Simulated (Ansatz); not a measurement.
# ZnS (4H polytype type): Wannier inputs, tried as typed, part 2 of 2

Which of these Wannier inputs for ZnS (4H polytype type) end well? Each is run as it stands.

Ansatz 0.2.0; plane waves, PAW; the settings change from run to run, as each input shows. The steps go on from the part before.

### 4 Run 3

File input.yaml:

```yaml
crystal:
  lattice:
    - [3.80761127, 0.0, 0.0]
    - [-1.903805635, 3.2974880875, 0.0]
    - [0.0, 0.0, 12.4658238502]
  atoms:
    - { symbol: Zn, position: [0.0, 0.0, 0.0001052048] }
    - { symbol: Zn, position: [0.3333333333, 0.6666666667, 0.2500673663] }
    - { symbol: Zn, position: [0.0, 0.0, 0.5001052048] }
    - { symbol: Zn, position: [0.6666666667, 0.3333333333, 0.7500673663] }
    - { symbol: S, position: [0.0, 0.0, 0.1872390992] }
    - { symbol: S, position: [0.3333333333, 0.6666666667, 0.4375883297] }
    - { symbol: S, position: [0.0, 0.0, 0.6872390992] }
    - { symbol: S, position: [0.6666666667, 0.3333333333, 0.9375883297] }
kpoints:
  mp_grid: { grid: [6, 6, 2] }
  band_path:
    path:
      - [[0.0, 0.0, 0.0], [0.5, -4.54250467229e-19, 0.0], [0.3333333333333, 0.3333333333333, 0.0], [0.0, 0.0, 0.0], [0.0, 0.0, 0.5], [0.5, -4.54250467229e-19, 0.5], [0.3333333333333, 0.3333333333333, 0.5], [0.0, 0.0, 0.5]]
      - [[0.5, -4.54250467229e-19, 0.5], [0.5, -4.54250467229e-19, 0.0]]
      - [[0.3333333333333, 0.3333333333333, 0.5], [0.3333333333333, 0.3333333333333, 0.0]]
    npoints: 10
hamiltonian:
  xc: r2scan
scf:
  occupations: { method: fixed }
  n_extra_bands: 32
output:
  forces: false
  stress: false
  eigenvalues: true
  wannier:
    kmesh: [6, 6, 2]
    projections:
      - { species: S, l: s, shell: 3 }
      - { species: S, l: p, shell: 3 }
      - { species: Zn, l: s, shell: 4 }
      - { species: Zn, l: p, shell: 4 }
    minimise: true
    write_hr: true
    conv_tol: 1.0e-08
    max_iter: 3000
    disentanglement: { window: [-20.37, 24.37], frozen_window: [-2.37, 9.87] }
```

On the command line:

```bash
> ansatz run input.yaml --threads 4 --pin off --max-ram 5529MiB --backend cpu --events-out ev --progress --plain --runs-dir out
```

The log of the run:

```text
Warning: RAYON_NUM_THREADS=4 ignored (pool sized by the plan → 4); use --threads N
Zn: the file doesn't list 4p, so it is added from the neutral free atom; the dataset's partial waves leave at most 1.1e-4 of an orbital's norm unspanned inside its sphere
scf.n_extra_bands = 32 over 36 filled bands (N_el = 72.0): the run solves 68 bands
Engine: ansatz 0.2.0, aarch64-unknown-linux-gnu
Pseudopotentials: kind: paw
Pseudopotential: Zn, paw, valence charge 12, recommended cutoff 500 eV (meta_gga), Zn.paw.azcp
Pseudopotential: S, paw, valence charge 6, recommended cutoff 500 eV (meta_gga), S.paw.azcp
Functional definition: r2SCAN
  parameter k0 = 0.174
  parameter k1 = 0.065
  parameter a1 = 4.9479
  exchange = r2scan_x(k0 = k0, k1 = k1, a1 = a1)
  correlation = r2scan_c
Crystal: 8 atoms, lattice volume = 156.515 Å³
Basis set: ecut = 500 eV, 3903 PW (Γ), exchange–correlation on 120×120×384 points (64 copies of the dense FFT grid, shifted against one another)
Bands: 68, of which v1, the nominal top of the filled ones, is band 36 counted from 1 (35 counted from 0)
Symmetry: 12 space group operations
Space group: P63mc (ITA 186), of the structure as read, at distance tolerance 5.4e-5 Å
k-points: 14 of 72
Non-local potential: Zn, projectors of the file, l = 0: 2, l = 1: 2, l = 2: 3, l = 3: 1
Non-local potential: S, projectors of the file, l = 0: 2, l = 1: 2, l = 2: 2
PAW form: soft (Blöchl's): semilocal exchange-correlation on the pseudo side does not see the compensation charge
PAW frozen core: Zn, regenerated for the run's functional (the file was generated under x = pbe(κ = 0.804, μ = 0.2195149727645171), c = pbe(β = 0.06672455060314922))
PAW frozen core: S, regenerated for the run's functional (the file was generated under x = pbe(κ = 0.804, μ = 0.2195149727645171), c = pbe(β = 0.06672455060314922))
PAW one-centre angular grid: Zn, 590 points (default); XC on 261 of its mesh's 2673 points in the sphere
PAW one-centre angular grid: S, 302 points (default); XC on 160 Gauss nodes
Initial density: superposition of atomic densities (neutral atoms: chi_scale 0, normalization atom), corrected by the library's trained network
Initial wavefunctions: pseudopotential atomic-orbital guess
Functional: x = r2scan, c = r2scan; τ floored in thin density (d = 2e-4 eV/Å³)
SCF iter   1: F=—  HF=-16933.794110 eV  |F-HF|=—  |Δ(HF+E_count)|=         —  Δρ=1.55e-2  dr2=1.86e-1  dr2_τ=2.68e-2  ethr=1.77e-3  ⟨swp⟩=4.6  Hψ=3485  notcnv=0  defer=391
preconditioner: auto → Resta (q_TF=auto, 2.397 Å⁻¹)  ε∞=3.3  [insulator: Δε(μ)=2.727 eV  Ē_g=16.686 eV  n_scr=38 (ndim 8)  ℏωp=25.2 eV  f_vac=0.032  ε∞_Penn≈3.3]
SCF iter   2: F=—  HF=-16933.795148 eV  |F-HF|=—  |Δ(HF+E_count)|=   1.04e-3  Δρ=2.41e-3  dr2=6.63e-3  dr2_τ=1.10e-3  ethr=2.58e-4  ⟨swp⟩=2.1  Hψ=1592  notcnv=0  defer=413
SCF iter   3: F=—  HF=-16933.787569 eV  |F-HF|=—  |Δ(HF+E_count)|=   7.58e-3  Δρ=3.18e-3  dr2=7.17e-3  dr2_τ=5.11e-5  ethr=9.20e-6  ⟨swp⟩=2.5  Hψ=1075  notcnv=0  defer=419
SCF iter   4: F=—  HF=-16933.787336 eV  |F-HF|=—  |Δ(HF+E_count)|=   2.33e-4  Δρ=4.95e-4  dr2=2.17e-4  dr2_τ=1.56e-5  ethr=9.20e-6  ⟨swp⟩=3.0  Hψ=976  notcnv=0  defer=419
SCF iter   5: F=—  HF=-16933.787372 eV  |F-HF|=—  |Δ(HF+E_count)|=   3.65e-5  Δρ=1.19e-4  dr2=1.81e-5  dr2_τ=5.09e-7  ethr=3.02e-7  ⟨swp⟩=2.8  Hψ=1096  notcnv=0  defer=365
SCF iter   6: F=—  HF=-16933.787302 eV  |F-HF|=—  |Δ(HF+E_count)|=   7.03e-5  Δρ=4.20e-5  dr2=1.63e-6  dr2_τ=1.13e-8  ethr=2.52e-8  ⟨swp⟩=2.9  Hψ=1179  notcnv=0  defer=365
SCF iter   7: F=—  HF=-16933.787302 eV  |F-HF|=—  |Δ(HF+E_count)|=   3.15e-7  Δρ=2.34e-5  dr2=4.96e-7  dr2_τ=4.41e-9  ethr=2.27e-9  ⟨swp⟩=2.0  Hψ=1035  notcnv=0  defer=365
SCF iter   8: F=-16933.787302 eV  HF=-16933.787302 eV  |F-HF|=1.13e-8  |Δ(HF+E_count)|=   1.95e-7  Δρ=4.32e-6  dr2=2.13e-8  dr2_τ=5.94e-10  ethr=1.39e-10  ⟨swp⟩=11.9  Hψ=6346  notcnv=0
SCF 1 converged in 8 iterations: F = -16933.787302 eV  dr2 = 2.13e-8
NSCF: frozen V_eff on 93 k-points
NSCF: frozen V_eff on 17 k-points
the Wannier pass solved 17 of the 72 points of its mesh, and has the states at the others by symmetry: states obtained by the crystal's operations at points that were solved too leave a residual of 2.96e-13 eV (read by the count's bands and the next), within 6.67e-6 eV
NSCF: frozen V_eff on 17 k-points
the Wannier pass solved 17 of the 72 points of its mesh, and has the states at the others by symmetry: states obtained by the crystal's operations at points that were solved too leave a residual of 5.92e-13 eV (read by the count's bands and the next), within 6.67e-6 eV
SCF converged after 8 iterations
Free energy (F): -16933.787302 eV
Harris-Foulkes:  -16933.787302 eV  (|F-HF|=1.13e-8)
Internal energy: -16933.787302 eV  (E = F + TS)
E sigma→0 (E₀):  -16933.787302 eV
Fermi energy:    5.628184 eV
--- Per-component energies (eV) ---
  E_band       = -4.375529
  E_kinetic    = 950.374414
  E_local      = -8170.904993  (includes V_loc(G=0)·N_el)
  E_nonlocal   = 2586.485204
  E_hartree    = 3428.733212
  E_xc         = -863.225803
  E_vxc        = -593.002122  (∫ρ·V_xc dr)
  E_paw        = -9839.708229  (= ΣΔE_a)
  E_vpaw       = -1664.128995  (= ΣTr[D̂ρ^β])
  E_aug_tail   = -0.000250  (compensation charges beyond the density's cutoff)
  E_vtau       = 29.332047  (kinetic-family band-sum trace: ∫τ·v_τ [+ j·A + Jᵃ·Aᵃ] dr)
  E_ewald      = -5024.371316
  E_core_change = -1.169542  (= ΣΔE_core)
  E_smearing   = -0.000000  (= −TS)
  E_closure    = -0.000000  (closes the sum)
  Σ components = -16933.787302   (vs F -16933.787302, Δ=0.00e0)
--- Band table (eV; the first three rows and the last of 14) ---
  k-point 0: bands = ["-8.1220", "-7.6875", "-7.6769", "-7.1575", "-0.9065", "-0.8995", "-0.8995", "-0.8714", "-0.8558", "-0.8558", "-0.8527", "-0.8325", "-0.8325", "-0.7913", "-0.7913", "-0.3796", "-0.3796", "-0.3719", "-0.3719", "-0.3421", "-0.3421", "-0.3255", "-0.3255", "-0.1600", "0.1622", "2.7318", "2.7532", "4.7157", "4.7157", "5.1380", "5.1380", "5.1507", "5.1507", "5.5850", "5.6282", "5.6282", "8.3717", "9.3415", "9.5693", "9.8256", "12.4355", "12.4355", "12.5638", "12.7298", "12.7298", "12.9781", "13.0628", "13.2585", "13.2585", "13.3931", "13.3931", "15.3043", "16.5963", "16.5963", "16.9865", "16.9865", "17.5318", "18.0724", "18.4811", "18.4811", "18.7002", "19.2811", "19.2811", "19.7261", "19.7599", "21.0578", "21.0578", "21.5794"]
  k-point 1: bands = ["-8.0001", "-8.0001", "-7.3223", "-7.3223", "-0.9074", "-0.9074", "-0.8838", "-0.8838", "-0.8838", "-0.8838", "-0.8059", "-0.8059", "-0.8059", "-0.8059", "-0.6343", "-0.6343", "-0.3757", "-0.3757", "-0.3757", "-0.3757", "-0.3338", "-0.3338", "-0.3338", "-0.3338", "1.1577", "1.1577", "4.5029", "4.5029", "4.8369", "4.8369", "4.8369", "4.8369", "5.4790", "5.4790", "5.4790", "5.4790", "9.1920", "9.1920", "9.4781", "9.4781", "12.3824", "12.3824", "12.6000", "12.6000", "12.6000", "12.6000", "13.2809", "13.2809", "13.2809", "13.2809", "14.5218", "14.5218", "17.0191", "17.0191", "17.0191", "17.0191", "17.9160", "17.9160", "18.3548", "18.3548", "18.3548", "18.3548", "18.8639", "18.8639", "20.7745", "20.7745", "22.3811", "22.3811"]
  k-point 2: bands = ["-7.9330", "-7.5328", "-7.5220", "-7.0554", "-0.9145", "-0.8938", "-0.8664", "-0.8625", "-0.8619", "-0.8099", "-0.8014", "-0.7919", "-0.7864", "-0.7577", "-0.7353", "-0.4068", "-0.4010", "-0.3892", "-0.3652", "-0.3596", "-0.3431", "-0.3383", "-0.3152", "-0.1079", "0.4397", "2.6050", "2.6357", "3.5460", "4.1071", "4.2081", "4.3021", "4.4352", "4.8106", "4.8158", "5.3425", "5.3988", "9.4684", "10.2759", "10.4397", "10.7990", "11.6674", "11.6979", "12.1882", "12.8702", "12.8814", "12.9572", "13.2363", "13.4980", "13.8170", "14.0854", "14.3571", "14.5826", "15.5424", "15.9535", "17.2599", "17.4708", "17.6023", "18.0111", "18.6437", "19.4682", "19.6299", "19.7759", "20.1222", "20.5642", "20.9351", "21.4493", "21.6945", "22.1204"]
  k-point 13: bands = ["-6.9186", "-6.9186", "-6.9041", "-6.9041", "-0.8208", "-0.8208", "-0.7026", "-0.7026", "-0.6870", "-0.6870", "-0.6350", "-0.6350", "-0.4653", "-0.4653", "-0.4240", "-0.4240", "-0.3899", "-0.3899", "-0.3556", "-0.3556", "-0.0761", "-0.0761", "-0.0515", "-0.0515", "0.8492", "0.8492", "1.0027", "1.0027", "2.2068", "2.2068", "2.7954", "2.7954", "3.7568", "3.7568", "3.9538", "3.9538", "10.3630", "10.3630", "11.3727", "11.3727", "12.2661", "12.2661", "12.8491", "12.8491", "13.6709", "13.6709", "14.2655", "14.2655", "15.3874", "15.3874", "15.9955", "15.9955", "16.6439", "16.6439", "17.1266", "17.1266", "18.3409", "18.3409", "19.7944", "19.7944", "20.1566", "20.1566", "22.6234", "22.6234", "23.3309", "23.3309", "23.4885", "23.4885"]
WARN: one of the run's output files is refused, and neither it nor the files that depend on it are written in full: <dir> frozen window holds 36 > num_wann = 32 bands at ik = 0 (ik counts from 0, the k-points of the .win, .mmn and .eig files from 1)
Error: frozen window holds 36 > num_wann = 32 bands at ik = 0 (ik counts from 0, the k-points of the .win, .mmn and .eig files from 1)
```

Wall time 46 s (4 threads of Arm Neoverse V2, shared host); peak memory 1.2 GiB.

What is wrong: It ended in an error. The frozen window holds more states than there are functions. To mend it, project on all shells that make up the frozen bands, or narrow the frozen window.

### 5 Summary

What follows sums up all 2 parts.

| run | settings | ended | fault | time |
| --- | --- | --- | --- | --- |
| 1 | PBE, 32 functions, 6×6×2, window -20.09 to 24.09 eV, frozen -2.09 to 9.59 eV | stopped by an error | the frozen window holds more states than there are functions | 33 s |
| 2 | r2SCAN, 32 functions, 6×6×2, window -4.37 to 17.37 eV, frozen -0.37 to 9.37 eV | stopped by an error | some combination of the trial orbitals has almost no weight, at one k point, in the states chosen from the window | 33 s |
| 3 | r2SCAN, 32 functions, 6×6×2, window -20.37 to 24.37 eV, frozen -2.37 to 9.87 eV | stopped by an error | the frozen window holds more states than there are functions | 46 s |

In words: 3 stopped by an error. No run passed without a fault or warning, so no result is quoted.
